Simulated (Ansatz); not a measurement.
Calculated with Ansatz (gas phase, PBE0-D4/def2-TZVP geometries, no zero-point term in ΔE). CCSD(T)/CBS is the MP2 limit (def2-TZVPP, def2-QZVPP) plus CCSD(T) − MP2 in def2-TZVPP, frozen cores. This one scheme is used for every species. DFT in def2-TZVPP. B3LYP here is the variant with VWN-RPA as its local correlation; programs differ in this. Each species was taken in one conformer, which may not be the lowest.

Consider the formal exchange of groups at a C–F bond: `FC(F)C(F)F` + `FC(F)F` → `FC(F)C(F)C(F)(F)F` + H–F.

```csv
level,ΔE (kcal/mol)
B3LYP,0.9
HF/def2-QZVPP,2.6
```

(1) What does CCSD(T)/CBS give? (An estimate is asked.)

Largest T1 diagnostic among the species: 0.012.

Answers

(1) The calculation gave: -4.9 kcal/mol. The listed levels differ from it by 5.8, 7.5 kcal/mol.

The D4 term adds −2.2 kcal/mol with B3LYP and −1.3 kcal/mol with PBE0; it sums over pairs of atoms, weighted by their polarisabilities, and B3LYP, whose exchange is more repulsive, gets the larger term. From PBE to PBE0 (25 % exact exchange), in def2-TZVPP and without D4, ΔE moves by −0.8 kcal/mol.

CCSD(T)/CBS has its own doubt, a few kJ/mol and more with outer-core shells, so smaller differences from it don't rank the levels.
